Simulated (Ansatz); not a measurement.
# P (Cmce) in Ansatz: reference runs, part 2 of 2

Ansatz 0.2.0. Earlier steps stand in the parts before.

## 4. Single point, PBE, 19.23 Å³/atom (volume scaled by 0.94)

input.yaml

```yaml
crystal:
  lattice:
    - [1.6141062751, -5.3534750391, 0.0]
    - [1.6141062751, 5.3534750391, 0.0]
    - [0.0, 0.0, 4.450882307]
  atoms:
    - { symbol: P, position: [0.90414313, 0.09585687, 0.58881517] }
    - { symbol: P, position: [0.09585687, 0.90414313, 0.41118483] }
    - { symbol: P, position: [0.59585687, 0.40414313, 0.08881517] }
    - { symbol: P, position: [0.40414313, 0.59585687, 0.91118483] }
hamiltonian:
  xc: pbe
  pseudopotentials: { kind: paw }
kpoints:
  mp_grid: { grid: [8, 8, 6] }
scf:
  occupations: { method: fermi_dirac, width: 0.05 }
output:
  forces: true
  stress: true
  eigenvalues: true
  write_density: true
  write_potential: true
  elf: true
  volumetric_format: npy
```

The run is started by

```sh
ansatz run input.yaml --threads 2 --pin off --max-ram 5120MiB --backend cpu --events-out ev --progress --plain --runs-dir out
```

It took 4.8 s on 2 threads of Intel Xeon at 2.70GHz, shared host; peak memory 0.41 GiB.

It converged, with:

```yaml
Free_energy: -3022.5337 eV
Pressure: 7.5 GPa
Largest_force: 0.913 eV/Å
Band_gap_on_the_k_mesh: 0.02 eV, direct
```

## 5. Single point, PBE, 19.64 Å³/atom (volume scaled by 0.96)

input.yaml, as its differences from that of step 4:

```diff
@@ -2,5 +2,5 @@
   lattice:
-    - [1.6141062751, -5.3534750391, 0.0]
-    - [1.6141062751, 5.3534750391, 0.0]
-    - [0.0, 0.0, 4.450882307]
+    - [1.6254735952, -5.3911768097, 0.0]
+    - [1.6254735952, 5.3911768097, 0.0]
+    - [0.0, 0.0, 4.4822275814]
   atoms:
@@ -21,5 +21 @@
   eigenvalues: true
-  write_density: true
-  write_potential: true
-  elf: true
-  volumetric_format: npy
```

The run is started by

```sh
ansatz run input.yaml --threads 2 --pin off --max-ram 5120MiB --backend cpu --events-out ev --progress --plain --runs-dir out
```

Run time: 2.8 s. Hardware: 2 threads of Intel Xeon at 2.70GHz, shared host; peak memory 0.41 GiB.

The run converged. Its results:

| Property | Result |
| --- | --- |
| Free energy | -3022.5998 eV |
| Pressure | 5.5 GPa |
| Largest force | 0.704 eV/Å |
| Band gap on the k mesh | 0.04 eV, direct |

## 6. Single point, PBE, 20.05 Å³/atom (volume scaled by 0.98)

input.yaml, as its differences from that of step 5:

```diff
@@ -2,5 +2,5 @@
   lattice:
-    - [1.6254735952, -5.3911768097, 0.0]
-    - [1.6254735952, 5.3911768097, 0.0]
-    - [0.0, 0.0, 4.4822275814]
+    - [1.6366841122, -5.4283585144, 0.0]
+    - [1.6366841122, 5.4283585144, 0.0]
+    - [0.0, 0.0, 4.5131404726]
   atoms:
```

Potentials or basis: Ansatz PAW.

The run is started by

```sh
ansatz run input.yaml --threads 2 --pin off --max-ram 5120MiB --backend cpu --events-out ev --progress --plain --runs-dir out
```

It took 3.2 s on 2 threads of Intel Xeon at 2.70GHz, shared host; peak memory 0.41 GiB.

Results (log left out):

- Free energy: -3022.6462 eV
- Pressure: 3.6 GPa
- Largest force: 0.512 eV/Å
- Band gap on the k mesh: 0.06 eV, direct

## 7. Single point, PBE, 20.46 Å³/atom

input.yaml, as its differences from that of step 6:

```diff
@@ -2,5 +2,5 @@
   lattice:
-    - [1.6366841122, -5.4283585144, 0.0]
-    - [1.6366841122, 5.4283585144, 0.0]
-    - [0.0, 0.0, 4.5131404726]
+    - [1.6477431241, -5.4650377251, 0.0]
+    - [1.6477431241, 5.4650377251, 0.0]
+    - [0.0, 0.0, 4.54363559]
   atoms:
```

The run is started by

```sh
ansatz run input.yaml --threads 2 --pin off --max-ram 5120MiB --backend cpu --events-out ev --progress --plain --runs-dir out
```

It took 3.6 s on 2 threads of Intel Xeon at 2.70GHz, shared host; peak memory 0.41 GiB.

It converged, with:

- Free energy: -3022.6750 eV
- Pressure: 2.0 GPa
- Largest force: 0.338 eV/Å
- Band gap on the k mesh: 0.10 eV, direct

## 8. Single point, PBE, 20.87 Å³/atom (volume scaled by 1.02)

input.yaml, as its differences from that of step 7:

```diff
@@ -2,5 +2,5 @@
   lattice:
-    - [1.6477431241, -5.4650377251, 0.0]
-    - [1.6477431241, 5.4650377251, 0.0]
-    - [0.0, 0.0, 4.54363559]
+    - [1.6586556482, -5.5012310827, 0.0]
+    - [1.6586556482, 5.5012310827, 0.0]
+    - [0.0, 0.0, 4.5737267689]
   atoms:
```

Potentials or basis: Ansatz PAW.

The run is started by

```sh
ansatz run input.yaml --threads 2 --pin off --max-ram 5120MiB --backend cpu --events-out ev --progress --plain --runs-dir out
```

The program printed:

```text
Warning: RAYON_NUM_THREADS=2 ignored (pool sized by the plan → 2); use --threads N
Engine: ansatz 0.2.0, x86_64-unknown-linux-gnu
Pseudopotentials: kind: paw
Pseudopotential: P, paw, valence charge 5, recommended cutoff 420 eV (normal), P.paw.azcp
Functional definition: PBE
  parameter kappa = 0.804
  parameter beta = 0.06672455060314922
  exchange = pbe_x(kappa = kappa, mu = beta*pi^2/3)
  correlation = pbe_c(beta = beta)
Crystal: 4 atoms, lattice volume = 83.467 Å³
Basis set: ecut = 420 eV, 1665 PW (Γ), exchange–correlation on 80×80×64 points (8 copies of the dense FFT grid, shifted against one another)
Bands: 14, of which v1, the nominal top of the filled ones, is band 10 counted from 1 (9 counted from 0)
Symmetry: 8 space group operations
Space group: Cmce (ITA 64), of the structure as read, at distance tolerance 4.4e-5 Å
k-points: 84 of 384
Non-local potential: P, projectors of the file, l = 0: 2, l = 1: 2, l = 2: 2
PAW form: soft (Blöchl's): semilocal exchange-correlation on the pseudo side does not see the compensation charge
PAW one-centre angular grid: P, 110 points (default); XC on 64 Gauss nodes
Initial density: superposition of atomic densities (neutral atoms: chi_scale 0, normalization atom), corrected by the library's trained network
Initial wavefunctions: pseudopotential atomic-orbital guess
Functional: x = pbe(κ = 0.804, μ = 0.2195149727645171), c = pbe(β = 0.06672455060314922)
SCF iter   1: F=—  HF=-3022.688542 eV  |F-HF|=—  |Δ(HF+E_count)|=         —  Δρ=1.97e-3  dr2=2.66e-3  ethr=1.77e-3  ⟨swp⟩=7.4  Hψ=8689  notcnv=0
preconditioner: auto → none  [insulator: Δε(μ)=0.129 eV  Ē_g=8.822 eV  σ=0.050 eV  W_gap=0.57  n_scr=12 (ndim 8)  ℏωp=18.2 eV  f_vac=0.000  D(μ)=0.04/eV (n_scr^D=0)  ε∞_Penn≈5.2]
SCF iter   2: F=—  HF=-3022.687691 eV  |F-HF|=—  |Δ(HF+E_count)|=   8.50e-4  Δρ=8.65e-4  dr2=4.14e-4  ethr=1.33e-5  ⟨swp⟩=3.1  Hψ=3130  notcnv=0
SCF iter   3: F=—  HF=-3022.687714 eV  |F-HF|=—  |Δ(HF+E_count)|=   2.30e-5  Δρ=4.13e-4  dr2=9.20e-5  ethr=2.07e-6  ⟨swp⟩=2.0  Hψ=1745  notcnv=0
SCF iter   4: F=—  HF=-3022.687742 eV  |F-HF|=—  |Δ(HF+E_count)|=   2.75e-5  Δρ=1.53e-4  dr2=1.54e-5  ethr=4.60e-7  ⟨swp⟩=2.9  Hψ=2525  notcnv=0
SCF iter   5: F=—  HF=-3022.687748 eV  |F-HF|=—  |Δ(HF+E_count)|=   5.96e-6  Δρ=2.98e-5  dr2=6.42e-7  ethr=7.72e-8  ⟨swp⟩=2.1  Hψ=1870  notcnv=0
SCF iter   6: F=—  HF=-3022.687748 eV  |F-HF|=—  |Δ(HF+E_count)|=   4.09e-7  Δρ=7.20e-6  dr2=1.03e-7  ethr=5.00e-10  ⟨swp⟩=8.5  Hψ=7091  notcnv=0
SCF iter   7: F=-3022.687748 eV  HF=-3022.687748 eV  |F-HF|=9.38e-9  |Δ(HF+E_count)|=   2.85e-8  Δρ=2.50e-6  dr2=1.23e-8  ethr=5.00e-10  ⟨swp⟩=4.8  Hψ=4050  notcnv=0
SCF 1 converged in 7 iterations: F = -3022.687748 eV  dr2 = 1.23e-8
SCF converged after 7 iterations
Free energy (F): -3022.687748 eV
Harris-Foulkes:  -3022.687748 eV  (|F-HF|=9.38e-9)
Internal energy: -3022.687381 eV  (E = F + TS)
E sigma→0 (E₀):  -3022.687565 eV
Entropy (-TS):   -0.000367 eV (-0.092 meV/atom)
Fermi energy:    6.690495 eV
--- Per-component energies (eV) ---
  E_band       = -3.024889
  E_kinetic    = 279.138885
  E_local      = -347.034977  (includes V_loc(G=0)·N_el)
  E_nonlocal   = 135.553670
  E_hartree    = 100.330509
  E_xc         = -244.618909
  E_vxc        = -241.243343  (∫ρ·V_xc dr)
  E_paw        = -2277.297671  (= ΣΔE_a)
  E_vpaw       = -30.098909  (= ΣTr[D̂ρ^β])
  E_aug_tail   = 0.000013  (compensation charges beyond the density's cutoff)
  E_ewald      = -668.758900
  E_smearing   = -0.000367  (= −TS)
  E_closure    = 0.000000  (closes the sum)
  Σ components = -3022.687748   (vs F -3022.687748, Δ=0.00e0)
--- Forces (eV/Å), atoms counted from 1 ---
  atom   1  P      0.00000000     0.04169085    -0.18284678
  atom   2  P      0.00000000    -0.04169085     0.18284678
  atom   3  P      0.00000000    -0.04169085    -0.18284678
  atom   4  P      0.00000000     0.04169085     0.18284678
  max |Σ_I F_I| component: 2.08e-17 eV/Å
--- Stress (GPa, compression-positive) ---
       -0.005423       0.000000       0.000000
        0.000000       0.785348       0.000000
        0.000000       0.000000       0.796244
  P = ⅓ Tr σ = 0.5254 GPa (5.254 kbar)
--- Band table (eV; the first three rows and the last of 84) ---
  k-point 0: bands = ["-9.0459", "-6.3627", "-3.1311", "-0.0337", "1.6223", "1.8389", "2.5927", "3.8984", "4.0564", "5.4396", "7.2013", "7.6209", "8.4497", "9.3737"]
  k-point 1: bands = ["-8.9072", "-6.5897", "-3.0975", "-0.3455", "1.3807", "2.3676", "2.6941", "3.9803", "4.5763", "4.6566", "7.6687", "8.2194", "8.2359", "9.2419"]
  k-point 2: bands = ["-8.5055", "-7.1804", "-2.8144", "-1.2398", "1.5952", "2.9758", "3.3362", "3.6226", "3.7394", "5.5499", "7.7833", "7.9726", "9.1572", "9.6887"]
  k-point 83: bands = ["-7.8355", "-7.8355", "-2.6364", "-2.6364", "3.3414", "3.3414", "3.8643", "3.8643", "4.6515", "4.6515", "7.9803", "7.9803", "9.1402", "9.1402"]
```

It took 3.9 s on 2 threads of Intel Xeon at 2.70GHz, shared host; peak memory 0.41 GiB.

What came out:

| Item | Value |
| --- | --- |
| Free energy | -3022.6877 eV |
| Pressure | 0.5 GPa |
| Largest force | 0.188 eV/Å |
| Band gap on the k mesh | 0.13 eV, direct |

## 9. Single point, PBE, 21.28 Å³/atom (volume scaled by 1.04)

input.yaml, as its differences from that of step 8:

```diff
@@ -2,5 +2,5 @@
   lattice:
-    - [1.6586556482, -5.5012310827, 0.0]
-    - [1.6586556482, 5.5012310827, 0.0]
-    - [0.0, 0.0, 4.5737267689]
+    - [1.6694264413, -5.5369543634, 0.0]
+    - [1.6694264413, 5.5369543634, 0.0]
+    - [0.0, 0.0, 4.6034271255]
   atoms:
```

Potentials or basis: Ansatz PAW.

The run is started by

```sh
ansatz run input.yaml --threads 2 --pin off --max-ram 5120MiB --backend cpu --events-out ev --progress --plain --runs-dir out
```

It took 3.6 s on 2 threads of Intel Xeon at 2.70GHz, shared host; peak memory 0.42 GiB.

It converged, with:

```
Free energy            : -3022.6862 eV
Pressure               : -0.8 GPa
Largest force          : 0.112 eV/Å
Band gap on the k mesh : 0.17 eV, direct
```

## 10. Single point, PBE, 21.69 Å³/atom (volume scaled by 1.06)

input.yaml, as its differences from that of step 9:

```diff
@@ -2,5 +2,5 @@
   lattice:
-    - [1.6694264413, -5.5369543634, 0.0]
-    - [1.6694264413, 5.5369543634, 0.0]
-    - [0.0, 0.0, 4.6034271255]
+    - [1.6800600174, -5.5722225395, 0.0]
+    - [1.6800600174, 5.5722225395, 0.0]
+    - [0.0, 0.0, 4.632749108]
   atoms:
```

The run is started by

```sh
ansatz run input.yaml --threads 2 --pin off --max-ram 5120MiB --backend cpu --events-out ev --progress --plain --runs-dir out
```

Run time: 3.3 s. Hardware: 2 threads of Intel Xeon at 2.70GHz, shared host; peak memory 0.42 GiB.

It converged, with:

```yaml
Free_energy: -3022.6717 eV
Pressure: -2.0 GPa
Largest_force: 0.189 eV/Å
Band_gap_on_the_k_mesh: 0.21 eV, direct
```

## 11. Equation of state, PBE

Potentials or basis: Ansatz PAW.

This step only gathers the single runs of the series.

Results:

```
Equilibrium volume                        : 21.02 Å³/atom
Bulk modulus at fixed shape and positions : 69 GPa
Pressure derivative of the bulk modulus   : 4.3
```

Energy against volume, from the lowest point:
| volume (Å³/atom) | energy (meV/atom) |
| --- | --- |
| 19.230 | 38.50 |
| 19.639 | 21.98 |
| 20.049 | 10.38 |
| 20.458 | 3.20 |
| 20.867 | 0.00 |
| 21.276 | 0.39 |
| 21.685 | 4.01 |

Caveat: the cell was scaled at fixed shape and fractional positions, which overstates the stiffness of a crystal with free parameters, most of all of layers and chains.

## 12. The runs side by side

```tsv
task	cell	gap on the mesh (eV)	pressure (GPa)	largest force (eV/Å)
single point	as given	0.10	2.0	0.34
single point	atoms moved at random, drawn with an rms of 0.05 Å	0.30	4.0	1.48
equation of state	as given	-	-	-
```

Alike in all rows: level PBE; potentials or basis Ansatz PAW; no spin polarisation; k mesh 8 × 8 × 6; cutoff (eV) 420; smearing fermi-dirac 0.05 eV.

Caveats: the cell was scaled at fixed shape and fractional positions, which overstates the stiffness of a crystal with free parameters, most of all of layers and chains (some runs).

Total energies depend on the potentials used, so only differences within one code and one set of settings carry meaning.
